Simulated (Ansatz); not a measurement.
# InP (F-43m) in Ansatz: settings compared

The runs below take InP through atomic charges, single point, with RPBE, HISS.

All numbers are computed with Ansatz 0.2.0; they aren't measurements. Logs are shortened: lines on timing, memory, paths and dates and some standing lists are left out, and cuts for length are marked.

**Experimental background.**

A printed reference work, data compilation reports, for a bulk crystal of InP at 1.6 K: band gap 1.4236 eV (direct).

The runs below are set against these values where they give the same quantity.

### 1 The crystal as given

Symmetry: F-43m, No. 216, cubic system. Conventional cell: a = 5.861 Å, b = 5.861 Å, c = 5.861 Å, α = 90.00°, β = 90.00°, γ = 90.00°. In (site symmetry -43m) has 4 P at 2.54 Å as nearest neighbours. P (site symmetry -43m) has 4 In at 2.54 Å as nearest neighbours.

### 2 Atomic charges, RPBE

input.yaml

```yaml
crystal:
  lattice: { a: 5.861, b: 5.861, c: 5.861, alpha: 90.0, beta: 90.0, gamma: 90.0 }
  space_group: 216
  reduce_to_primitive: true
  atoms:
    - { symbol: In, wyckoff: "4a", position: [0.0, 0.0, 0.0] }
    - { symbol: P, wyckoff: "4c", position: [0.25, 0.25, 0.25] }
hamiltonian:
  xc: rpbe
  pseudopotentials: { kind: paw, core: small }
kpoints:
  mp_grid: { grid: [8, 8, 8] }
scf:
  occupations: { method: fermi_dirac, width: 0.05 }
output:
  forces: true
  stress: true
  eigenvalues: true
  bader: true
  populations: true
```

Potentials or basis: Ansatz PAW.

Started as:

```console
$ ansatz run input.yaml --threads 1 --pin off --max-ram 2560MiB --backend cpu --events-out ev --progress --plain --runs-dir out
```

The log of the run:

```text
Warning: of In the run reads no dataset of the core that `hamiltonian.pseudopotentials.core` asks for: this build lists none beside the file that it uses, or the input names that file
Warning: RAYON_NUM_THREADS=1 ignored (pool sized by the plan → 1); use --threads N
crystal.space_group: 216 is read as F-43m: the typed cell holds In4P4 (In 4a, P 4c). Least distances (Å): In–In 4.144, In–P 2.538, P–P 4.144
crystal.space_group generates its sites in this order, which a site index counts, at these fractional coordinates of the primitive cell where crystal.reduce_to_primitive is true, and else of the cell that is read (crystal.supercell repeats the list replica by replica, and crystal.defects acts on that): 0: In [0.000000, 0.000000, 0.000000]; 1: P [0.250000, 0.250000, 0.250000];
Engine: ansatz 0.2.0, x86_64-unknown-linux-gnu
Pseudopotentials: kind: paw
Pseudopotential: In, paw, valence charge 13, recommended cutoff 420 eV (normal), In.paw.azcp
Pseudopotential: P, paw, valence charge 5, recommended cutoff 420 eV (normal), P.paw.azcp
Functional definition: RPBE
  parameter kappa = 0.804
  parameter beta = 0.06672455060314922
  exchange = rpbe_x(kappa = kappa, mu = beta*pi^2/3)
  correlation = pbe_c(beta = beta)
Crystal: 2 atoms, lattice volume = 50.333 Å³
Basis set: ecut = 420 eV, 941 PW (Γ), exchange–correlation on 60×60×60 points (8 copies of the dense FFT grid, shifted against one another)
Bands: 13, of which v1, the nominal top of the filled ones, is band 9 counted from 1 (8 counted from 0)
Symmetry: 24 space group operations
Space group: F-43m (ITA 216), of the structure as read, at distance tolerance 3.7e-5 Å
k-points: 29 of 512 (time reversal used)
Non-local potential: In, projectors of the file, l = 0: 2, l = 1: 2, l = 2: 2, l = 3: 2
Non-local potential: P, projectors of the file, l = 0: 2, l = 1: 2, l = 2: 2
PAW form: soft (Blöchl's): semilocal exchange-correlation on the pseudo side does not see the compensation charge
PAW frozen core: In, regenerated for the run's functional, and the local potential with it (the file was generated under x = pbe(κ = 0.804, μ = 0.2195149727645171), c = pbe(β = 0.06672455060314922))
PAW frozen core: P, regenerated for the run's functional, and the local potential with it (the file was generated under x = pbe(κ = 0.804, μ = 0.2195149727645171), c = pbe(β = 0.06672455060314922))
PAW one-centre angular grid: In, 590 points (default); XC on 64 Gauss nodes
PAW one-centre angular grid: P, 110 points (default); XC on 64 Gauss nodes
Initial density: superposition of atomic densities (neutral atoms: chi_scale 0, normalization atom), corrected by the library's trained network
Initial wavefunctions: pseudopotential atomic-orbital guess
Functional: x = rpbe, c = pbe(β = 0.06672455060314922)
SCF iter   1: F=—  HF=-6365.656622 eV  |F-HF|=—  |Δ(HF+E_count)|=         —  Δρ=3.33e-3  dr2=4.27e-3  ethr=1.77e-3  ⟨swp⟩=6.3  Hψ=2542  notcnv=0
preconditioner: auto → none  [insulator: Δε(μ)=0.843 eV  Ē_g=14.850 eV  σ=0.050 eV  W_gap=1.00  n_scr=14 (ndim 8)  ℏωp=22.2 eV  f_vac=0.021  D(μ)=0.00/eV (n_scr^D=0)  ε∞_Penn≈3.2]
SCF iter   2: F=—  HF=-6365.654481 eV  |F-HF|=—  |Δ(HF+E_count)|=   2.14e-3  Δρ=1.09e-3  dr2=7.72e-4  ethr=2.37e-5  ⟨swp⟩=2.0  Hψ=966  notcnv=0
SCF iter   3: F=—  HF=-6365.654248 eV  |F-HF|=—  |Δ(HF+E_count)|=   2.33e-4  Δρ=4.48e-4  dr2=7.17e-5  ethr=4.29e-6  ⟨swp⟩=2.2  Hψ=620  notcnv=0
SCF iter   4: F=—  HF=-6365.654278 eV  |F-HF|=—  |Δ(HF+E_count)|=   2.92e-5  Δρ=1.73e-4  dr2=1.16e-5  ethr=3.98e-7  ⟨swp⟩=2.0  Hψ=643  notcnv=0
SCF iter   5: F=—  HF=-6365.654275 eV  |F-HF|=—  |Δ(HF+E_count)|=   2.71e-6  Δρ=6.73e-5  dr2=1.77e-6  ethr=6.45e-8  ⟨swp⟩=3.0  Hψ=647  notcnv=0
SCF iter   6: F=-6365.654275 eV  HF=-6365.654275 eV  |F-HF|=6.32e-8  |Δ(HF+E_count)|=   3.91e-8  Δρ=5.58e-6  dr2=1.94e-8  ethr=5.56e-10  ⟨swp⟩=5.2  Hψ=2255  notcnv=0
SCF 1 converged in 6 iterations: F = -6365.654275 eV  dr2 = 1.94e-8
SCF converged after 6 iterations
Free energy (F): -6365.654275 eV
Harris-Foulkes:  -6365.654275 eV  (|F-HF|=6.32e-8)
Internal energy: -6365.654274 eV  (E = F + TS)
E sigma→0 (E₀):  -6365.654274 eV
Entropy (-TS):   -0.000001 eV (-0.001 meV/atom)
Fermi energy:    7.554064 eV
--- Per-component energies (eV) ---
  E_band       = -50.242128
  E_kinetic    = 313.740675
  E_local      = -1397.938757  (includes V_loc(G=0)·N_el)
  E_nonlocal   = 400.669387
  E_hartree    = 552.480707
  E_xc         = -277.235517
  E_vxc        = -159.492834  (∫ρ·V_xc dr)
  E_paw        = -4736.699317  (= ΣΔE_a)
  E_vpaw       = -312.180860  (= ΣTr[D̂ρ^β])
  E_aug_tail   = 0.000030  (compensation charges beyond the density's cutoff)
  E_ewald      = -1220.708286
  E_core_change = 0.036806  (= ΣΔE_core)
  E_smearing   = -0.000001  (= −TS)
  E_closure    = -0.000000  (closes the sum)
  Σ components = -6365.654275   (vs F -6365.654275, Δ=0.00e0)
--- Forces (eV/Å), atoms counted from 1 ---
  atom   1  In    -0.00000000    -0.00000000     0.00000000
  atom   2  P      0.00000000     0.00000000    -0.00000000
  max |Σ_I F_I| component: 4.63e-17 eV/Å
--- Stress (GPa, compression-positive) ---
        5.165968      -0.000000      -0.000000
        0.000000       5.165968      -0.000000
       -0.000000      -0.000000       5.165968
  P = ⅓ Tr σ = 5.1660 GPa (51.660 kbar)
--- Band table (eV; the first three rows and the last of 29) ---
  k-point 0: bands = ["-7.1085", "-7.1085", "-7.1085", "-6.9574", "-6.9574", "-4.3883", "7.0969", "7.0969", "7.0969", "7.9484", "11.2403", "11.2403", "11.2403"]
  k-point 1: bands = ["-7.1271", "-7.1010", "-7.1010", "-6.9573", "-6.9573", "-4.2106", "5.5996", "6.9130", "6.9130", "8.8541", "11.4167", "11.5155", "11.5155"]
  k-point 2: bands = ["-7.1698", "-7.0853", "-7.0853", "-6.9547", "-6.9547", "-3.7146", "3.7021", "6.5449", "6.5449", "8.9981", "11.9378", "11.9378", "12.5260"]
  k-point 28: bands = ["-7.2591", "-7.0482", "-7.0130", "-6.9773", "-6.9423", "-1.9485", "1.5461", "4.1797", "4.2254", "11.4816", "11.5211", "12.7576", "13.4182"]
--- Löwdin populations: 2 sites ---
  site symbol       q [e]
     0     In     12.6713
     1      P      5.2832
  spilling = 0.002524 (of n_electrons = 18.000000)
--- Bader charges: 2 sites ---
  site symbol  charge [e]  shift [e]
     0     In      0.9282     0.0033
     1      P     -0.9282     0.0033
  estimated error of the sums over rays = 2.0e-4 e
```

bader_charges.tsv:

```text
# site	symbol	x_ang	y_ang	z_ang	partial_charge_e	electrons	volume_ang3	relative_density_drop	shared_charge_e	partial_wave_shift_e
# quadrature_error_electrons = 2.0e-4
0	In	0.0000	0.0000	0.0000	0.92820	48.07180	21.47	-	0.92820	0.00335
1	P	1.4653	1.4653	1.4653	-0.92820	15.92820	28.87	-	-0.92820	0.00335
```

populations.tsv:

```text
# site	symbol	l	j	q
# orbitals = lowdin
# n_electrons = 18.000000
# spilling = 0.002524
0	In	0_5S	-	1.018211
0	In	1_5P	-	1.673464
0	In	2_4D	-	9.979648
1	P	0_3S	-	1.404971
1	P	1_3P	-	3.878273
```

Wall time 14 s (1 thread of Intel Xeon 6975P-C (Granite Rapids), shared host); peak memory 0.35 GiB.

Results:

| Quantity | Value |
| --- | --- |
| Free energy | -6365.6543 eV |
| Pressure | 5.2 GPa |
| Band gap on the k mesh | 0.85 eV, direct |
| Bader charges | In +0.93; P -0.93 e |

Caveat: spin-orbit coupling is left out, which moves the levels of the heavy elements; the PAW data sets come from PBE, with cores solved anew for the run's functional, which leaves a small shift of forces and pressure.

### 3 Single point, HISS

input.yaml

```yaml
crystal:
  lattice: { a: 5.861, b: 5.861, c: 5.861, alpha: 90.0, beta: 90.0, gamma: 90.0 }
  space_group: 216
  reduce_to_primitive: true
  atoms:
    - { symbol: In, wyckoff: "4a", position: [0.0, 0.0, 0.0] }
    - { symbol: P, wyckoff: "4c", position: [0.25, 0.25, 0.25] }
hamiltonian:
  xc: hiss
  pseudopotentials: { kind: paw, partial_waves: polarizable }
kpoints:
  mp_grid: { grid: [5, 5, 5] }
scf:
  occupations: { method: gaussian, width: 0.025 }
  exx: { singularity: none }
output:
  forces: true
  stress: true
  eigenvalues: true
```

Potentials or basis: Ansatz PAW polarizable.

Started as:

```console
$ ansatz run input.yaml --threads 1 --pin off --max-ram 2560MiB --backend cpu --events-out ev --progress --plain --runs-dir out
```

The log of the run:

```text
Warning: output.stress: scf.convergence.dr2_threshold = 1e-7 eV (the SCF's general default) is looser than the 2e-10 eV advised for a printed stress (1e-10 eV for each atom of the cell: 2). What an SCF threshold leaves in a stress goes as its square root, and in the free energy as the threshold itself, and one threshold admits the most on a small cell: of the crystals measured, under no hybrid functional and no lock of the moments, on runs that ended without the residual-converged pass, on stresses that held no estimate of that error, the worst erred by over 100 MPa in a component at 1e-7 eV an atom and by under 5 at 1e-10. Set scf.convergence.dr2_threshold to 2e-10 eV or tighter. The threshold is an SCF's pass mark: one that does not reach it within its budget of iterations ends unconverged, or closes short of it on a stop that the run arms, and scf.convergence.dr2_threshold's page says what that costs each kind of run
Warning: output.stress: scf.exx.energy_threshold = 1e-6 eV is looser than the 2e-8 eV advised for a stress under a hybrid functional (1e-8 eV for each atom of the cell: 2). Every SCF of the exchange loop can meet its threshold on dr2 while the loop round them stops early: no threshold on dr2 bounds what that leaves in the stress. Set scf.exx.energy_threshold to 2e-8 eV or tighter. The threshold is the loop's pass mark: a loop that does not reach it within its budget of cycles ends unconverged, and scf.exx.energy_threshold's page has the law
Warning: RAYON_NUM_THREADS=1 ignored (pool sized by the plan → 1); use --threads N
crystal.space_group: 216 is read as F-43m: the typed cell holds In4P4 (In 4a, P 4c). Least distances (Å): In–In 4.144, In–P 2.538, P–P 4.144
crystal.space_group generates its sites in this order, which a site index counts, at these fractional coordinates of the primitive cell where crystal.reduce_to_primitive is true, and else of the cell that is read (crystal.supercell repeats the list replica by replica, and crystal.defects acts on that): 0: In [0.000000, 0.000000, 0.000000]; 1: P [0.250000, 0.250000, 0.250000];
[... 4 set-up lines as earlier in the session ...]
Functional definition: HISS
  parameter a = 0.6
  parameter omega_sr = 0.84/bohr
  parameter omega_lr = 0.20/bohr
  exchange = wpbe_x - a*(pbe_x_sr(omega_lr) - pbe_x_sr(omega_sr)) + a*(exact_x_sr(omega_lr) - exact_x_sr(omega_sr))
  correlation = pbe_c
Crystal: 2 atoms, lattice volume = 50.333 Å³
Basis set: ecut = 420 eV, 941 PW (Γ), exchange–correlation on 60×60×60 points (8 copies of the dense FFT grid, shifted against one another)
Bands: 13, of which v1, the nominal top of the filled ones, is band 9 counted from 1 (8 counted from 0)
[... 2 set-up lines as earlier in the session ...]
k-points: 10 of 125 (time reversal used)
[... 9 set-up lines as earlier in the session ...]
Functional: x = wpbeh, c = pbe(β = 0.06672455060314922), warm-up for x = wpbeh + 0.6 (exact − pbe) at middle range (ω = 1.5873699446856468 to 0.37794522492515403 Å⁻¹), c = pbe(β = 0.06672455060314922)
Partial waves of P: polarizable
Partial waves of In: polarizable
SCF iter   1: F=—  HF=-6351.662851 eV  |F-HF|=—  |Δ(HF+E_count)|=         —  Δρ=1.95e-3  dr2=3.34e-3  ethr=1.77e-3  ⟨swp⟩=8.5  Hψ=623  notcnv=0
preconditioner: auto → none  [insulator: Δε(μ)=0.641 eV  Ē_g=14.805 eV  σ=0.025 eV  W_gap=1.00  n_scr=14 (ndim 8)  ℏωp=22.2 eV  f_vac=0.021  D(μ)=0.00/eV (n_scr^D=0)]
iter 2 solved again at ethr=1.38e-6 eV; its pass at ethr=1.86e-5 eV (dr2=2.49e-4 eV) is discarded
SCF iter   2: F=—  HF=-6351.662155 eV  |F-HF|=—  |Δ(HF+E_count)|=   6.97e-4  Δρ=6.68e-4  dr2=2.54e-4  ethr=1.38e-6  ⟨swp⟩=2.3  Hψ=647  notcnv=0
SCF iter   3: F=-6351.662136 eV  HF=-6351.662119 eV  |F-HF|=1.69e-5  |Δ(HF+E_count)|=   3.54e-5  Δρ=2.79e-4  dr2=3.74e-5  ethr=1.38e-6  ⟨swp⟩=2.7  Hψ=232  notcnv=0
SCF 1 stopped early in 3 iterations: F = -6351.662136 eV  dr2 = 3.74e-5
Initial density: handed on by an earlier stage of this run
Initial wavefunctions: those handed on with the density
Functional: x = wpbeh + 0.6 (exact − pbe) at middle range (ω = 1.5873699446856468 to 0.37794522492515403 Å⁻¹), c = pbe(β = 0.06672455060314922)
[... 13 lines left out ...]
hybrid outer 1: dexx = +1.856e-2 eV, tail = 3.01e-5 eV
Exchange kernel: α = 0.0000 at short range, 0.6000 at middle range (ω = 1.5874, 0.3779 Å⁻¹), several ranges, finite q→0 limit: no correction, no radius, q-mesh 5×5×5, nearest image of the exchange supercell L = 20.72 Å, pair-density grid 18×18×18, without the augmentation charges, whose exchange is taken in its separable form by FFT convolution over the k-point mesh (sized by the pseudopotential files, 24×24×24 at the most), smooth part of the exact exchange by density-matrix convolution
Frozen-core exchange: fock
Partial waves of P: polarizable
Partial waves of In: polarizable
SCF iter   1: F=—  HF=-6355.102145 eV  |F-HF|=—  |Δ(HF+E_count)|=         —  Δρ=3.80e-5  dr2=7.12e-7  ethr=8.35e-7  ⟨swp⟩=5.2  Hψ=343  notcnv=0
preconditioner: auto → none  [insulator: Δε(μ)=1.895 eV  Ē_g=17.678 eV  σ=0.025 eV  W_gap=1.00  n_scr=14 (ndim 8)  ℏωp=22.2 eV  f_vac=0.018  D(μ)=0.00/eV (n_scr^D=0)]
SCF iter   2: F=—  HF=-6355.102147 eV  |F-HF|=—  |Δ(HF+E_count)|=   1.40e-6  Δρ=2.17e-5  dr2=1.88e-7  ethr=3.04e-9  ⟨swp⟩=4.6  Hψ=359  notcnv=0
SCF iter   3: F=—  HF=-6355.102146 eV  |F-HF|=—  |Δ(HF+E_count)|=   5.40e-8  Δρ=8.31e-6  dr2=2.46e-8  ethr=7.97e-10  ⟨swp⟩=2.3  Hψ=233  notcnv=0  defer=2
SCF iter   4: F=-6355.102147 eV  HF=-6355.102147 eV  |F-HF|=1.43e-9  |Δ(HF+E_count)|=   6.37e-8  Δρ=2.28e-6  dr2=2.80e-9  ethr=9.10e-11  ⟨swp⟩=4.2  Hψ=407  notcnv=0
SCF 3 converged in 4 iterations: F = -6355.102147 eV  dr2 = 2.80e-9
  Residual-converged pass: ⟨swp⟩=3.0  Hψ=278  notcnv=0  max |occ|·‖R‖ = 2.4e-6 eV (tolerance 2.4e-6 eV)  dr2=2.81e-9  dr2_onsite=1.17e-10  max |Δocc| = 0.0e0
hybrid outer 2: dexx = +1.156e-6 eV, tail = 1.85e-8 eV, Δε = 2.42e-3 eV (about 7.98e-5 eV left of the loop's levels)
hybrid SCF converged: 2 outer / 10 inner (+3 warm-up), last move |dexx| = 1.16e-6 eV, tail = 1.85e-8 eV
Stability not checked: this state was not tested for a lower state beside it, because the functional holds exact exchange (a hybrid, or Hartree-Fock), whose exchange loop this test does not read (fock_operator; see scf.lower_state_search)
Free energy (F): -6355.102147 eV
Frozen-core exchange: fock
Harris-Foulkes:  -6355.102147 eV  (|F-HF|=1.43e-9)
Internal energy: -6355.102147 eV  (E = F + TS)
E sigma→0 (E₀):  -6355.102147 eV
Fermi energy:    7.300950 eV
--- Per-component energies (eV) ---
  E_band       = -94.025713
  E_kinetic    = 314.242254
  E_local      = -1400.256059  (includes V_loc(G=0)·N_el)
  E_nonlocal   = 399.925006
  E_hartree    = 554.184247
  E_xc         = -212.134000
  E_vxc        = -121.592717  (∫ρ·V_xc dr)
  E_exx        = -49.774395  (= α·E_x^exact, valence–valence)
  E_paw        = -4742.785039  (= ΣΔE_a)
  E_vpaw       = -295.163222  (= ΣTr[D̂ρ^β])
  E_aug_tail   = 0.000030  (compensation charges beyond the density's cutoff)
  E_ewald      = -1220.708286
  E_core_change = 2.204095  (= ΣΔE_core)
  E_smearing   = -0.000000  (= −TS)
  E_closure    = -0.000000  (closes the sum)
  Σ components = -6355.102147   (vs F -6355.102147, Δ=9.09e-13)
--- Forces (eV/Å), atoms counted from 1 ---
  atom   1  In    -0.00000000    -0.00000000     0.00000000
  atom   2  P      0.00000000     0.00000000    -0.00000000
  max |Σ_I F_I| component: 8.33e-17 eV/Å
--- Stress (GPa, compression-positive) ---
        0.121372      -0.000000      -0.000000
       -0.000000       0.121372      -0.000000
       -0.000000      -0.000000       0.121372
  P = ⅓ Tr σ = 0.1214 GPa (1.214 kbar)
--- Band table (eV; the first three rows and the last of 10) ---
  k-point 0: bands = ["-10.3159", "-10.3159", "-10.3159", "-10.1344", "-10.1344", "-7.2952", "6.3530", "6.3530", "6.3530", "8.2486", "11.6195", "11.6195", "11.6195"]
  k-point 1: bands = ["-10.3676", "-10.2969", "-10.2969", "-10.1334", "-10.1334", "-6.7572", "3.4575", "5.8992", "5.8992", "9.3395", "12.2458", "12.2458", "12.3592"]
  k-point 2: bands = ["-10.4427", "-10.2735", "-10.2735", "-10.1238", "-10.1238", "-5.5375", "0.4033", "5.3311", "5.3311", "9.0170", "12.4130", "12.4130", "14.5140"]
  k-point 9: bands = ["-10.4870", "-10.2465", "-10.2171", "-10.1564", "-10.1171", "-4.6722", "0.3009", "2.9245", "3.8256", "11.2782", "11.7451", "12.7026", "15.6072"]
```

Wall time 24 s (1 thread of Intel Xeon 6975P-C (Granite Rapids), shared host); peak memory 1.2 GiB.

Results:

```yaml
Free_energy: -6355.1021 eV
Pressure: 0.1 GPa
Band_gap_on_the_k_mesh: 1.90 eV, direct
```

Caveat: odd divisions of the mesh miss points on the zone boundary, where band edges often lie, so the gap on the mesh can be too wide; spin-orbit coupling is left out, which moves the levels of the heavy elements; the PAW data sets come from PBE, with cores solved anew for the run's functional, which leaves a small shift of forces and pressure; the thresholds are loose for stress.

### 4 How close it comes

Step 2. Measured gap of InP: 1.4236 eV (direct; 1.6 K; a printed reference work, data compilation). This calculation gives 0.85 eV (-0.57 eV). Spin-orbit coupling on In is left out. The value is that of RPBE, without temperature or zero-point motion. Semilocal functionals fall short of measured gaps as a rule.

Step 3. Against the measured gap of InP, 1.4236 eV (direct; 1.6 K; a printed reference work, data compilation), the calculated 1.90 eV is off by +0.47 eV. Spin-orbit coupling on In is left out. The value is that of HISS, without temperature or zero-point motion.
